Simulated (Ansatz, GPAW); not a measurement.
This is a calculation of SrO for GPAW 26.7.0 (ASE script). 

File run.py:

```python
from ase.dft.bandgap import bandgap
from ase.io import read, write
from ase.units import Bohr, GPa
from gpaw import GPAW, PW
from gpaw.elf import elf_from_dft_calculation

atoms = read('SrO.xyz')

calc = GPAW(mode=PW(800),
            xc='PBE',
            kpts={'size': (9, 9, 9), 'gamma': True},
            occupations={'name': 'methfessel-paxton', 'order': 0, 'width': 0.016},
            nbands=16,
            convergence={'density': 1e-05, 'energy': 1e-05},
            maxiter=150,
            txt='gpaw.txt')
atoms.calc = calc
energy = atoms.get_potential_energy()
forces = atoms.get_forces()
stress = atoms.get_stress()
calc.write('gs.gpw')
write('result.traj', atoms)
print(f'Energy: {energy:.6f} eV')
print('Forces (eV/A):')
print(forces.round(4))
print('Stress (GPa):', (stress / GPa).round(3))
print('Fermi level:', round(calc.get_fermi_level(), 4), 'eV')
print(f'Gap: {bandgap(calc)[0]:.4f} eV, direct: {bandgap(calc, direct=True)[0]:.4f} eV')

# fields on the real-space grid
write('density.cube', atoms, data=calc.get_pseudo_density() * Bohr**3)
write('potential.cube', atoms, data=calc.get_electrostatic_potential())
write('elf.cube', atoms, data=elf_from_dft_calculation(calc).data)
```

The input SrO.xyz:

```xyz
2
Lattice="0.0000000000 2.5663000000 2.5663000000 2.5663000000 0.0000000000 2.5663000000 2.5663000000 2.5663000000 0.0000000000" Properties=species:S:1:pos:R:3 pbc="T T T"
Sr     2.5663000000      2.5663000000      2.5663000000
O      0.0000000000      0.0000000000      0.0000000000
```

Potentials or basis: GPAW PAW data sets (gpaw-data 1.2.1), pw.

The run is started by

```sh
$ OMP_NUM_THREADS=1 python run.py
```

Question: What does the same run look like in Ansatz 0.2.0? Potentials or basis there: Ansatz PAW, cutoff 420 eV.

Answer: As run (cutoffs and basis follow the program's own potentials, and thresholds, step limits or extra output files can differ):

input.yaml

```yaml
crystal:
  lattice:
    - [0.0, 2.5663, 2.5663]
    - [2.5663, 0.0, 2.5663]
    - [2.5663, 2.5663, 0.0]
  atoms:
    - { symbol: Sr, position: [0.5, 0.5, 0.5] }
    - { symbol: O, position: [0.0, 0.0, 0.0] }
hamiltonian:
  xc: pbe
  pseudopotentials: { kind: paw }
kpoints:
  mp_grid: { grid: [9, 9, 9] }
scf:
  occupations: { method: gaussian, width: 0.016 }
output:
  forces: true
  stress: true
  eigenvalues: true
```

Potentials or basis: Ansatz PAW.

Run with:

```sh
$ ansatz run input.yaml --threads 2 --pin off --max-ram 5632MiB --backend cpu --events-out ev --progress --plain --runs-dir out
```

Both were run:

|  | GPAW | Ansatz |
| --- | --- | --- |
| Pressure | 3.8 GPa | 3.3 GPa |

Ansatz's pressure holds a Pulay term of +0.37 GPa for its cutoff of 420 eV, which the other run lacks.

Where Ansatz's input types no cutoff or centring, it takes its own default and a Γ-centred mesh.

Pressure is positive in compression.
